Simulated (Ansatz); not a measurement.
# LiNbO3: the cost of one run

Computed with Ansatz 0.2.0 (DFT PBE, scalar-relativistic, plane waves, PAW, unless a step's input says otherwise).

### Step 1. The starting structure

It takes space group R3c (No. 161, trigonal). The conventional cell has a = 5.151 Å, b = 5.151 Å, c = 13.865 Å, α = 90.00°, β = 90.00°, γ = 120.00°. Li (site symmetry 3) has 6 O at 2.07 to 2.24 Å as nearest neighbours. Nb (site symmetry 3) has 6 O at 1.88 to 2.12 Å as nearest neighbours. Around O (site symmetry 1) lie 2 Nb at 1.88 to 2.12 Å and 2 Li at 2.07 to 2.24 Å.

As a file:

```
Li Nb O
1.0
     2.57565    1.48705    4.62180
    -2.57565    1.48705    4.62180
     0.00000   -2.97410    4.62180
Li Nb O
2 2 6
Cartesian
  0.0000 0.0000 4.1887
  0.0000 0.0000 11.1214
  0.0000 0.0000 0.2662
  0.0000 0.0000 7.1989
  -0.6367 -1.4448 5.7768
  1.5696 0.1710 5.7768
  -0.9329 1.2738 5.7768
  -1.6427 -0.2132 8.0877
  0.6367 1.5293 8.0877
  1.0060 -1.3160 8.0877
```

The structure rests on an entry of the Crystallography Open Database; cell or positions may have been set otherwise for this series.

### Step 2. Relaxing the atoms: LiNbO3, no spin

Input file input.yaml:

```yaml
crystal:
  lattice:
    - [2.5756485575, 1.487051388, 4.6218]
    - [-2.5756485575, 1.487051388, 4.6218]
    - [0.0, -2.974102776, 4.6218]
  atoms:
    - { symbol: Li, position: [0.3021, 0.3021, 0.3021] }
    - { symbol: Li, position: [0.8021, 0.8021, 0.8021] }
    - { symbol: Nb, position: [0.0192, 0.0192, 0.0192] }
    - { symbol: Nb, position: [0.5192, 0.5192, 0.5192] }
    - { symbol: O, position: [0.1311, 0.3783, 0.7405] }
    - { symbol: O, position: [0.7405, 0.1311, 0.3783] }
    - { symbol: O, position: [0.3783, 0.7405, 0.1311] }
    - { symbol: O, position: [0.2405, 0.8783, 0.6311] }
    - { symbol: O, position: [0.8783, 0.6311, 0.2405] }
    - { symbol: O, position: [0.6311, 0.2405, 0.8783] }
scf:
  occupations: { method: fixed }
output:
  forces: true
  stress: true
  eigenvalues: true
  write_density: true
  write_potential: true
  elf: true
  volumetric_format: npy
kpoints:
  mp_grid: { grid: [5, 5, 5] }
hamiltonian:
  xc: pbe
relax:
  f_tol: 0.003
  max_steps: 60
```

On the command line:

```
ansatz run input.yaml --threads 8 --pin off --max-ram 32768MiB --backend cpu --events-out ev --progress --plain --runs-dir out
```

What time and memory should one allow on 8 threads of Arm Neoverse V2, shared host?

About 11 s, with a peak of 0.56 GiB.
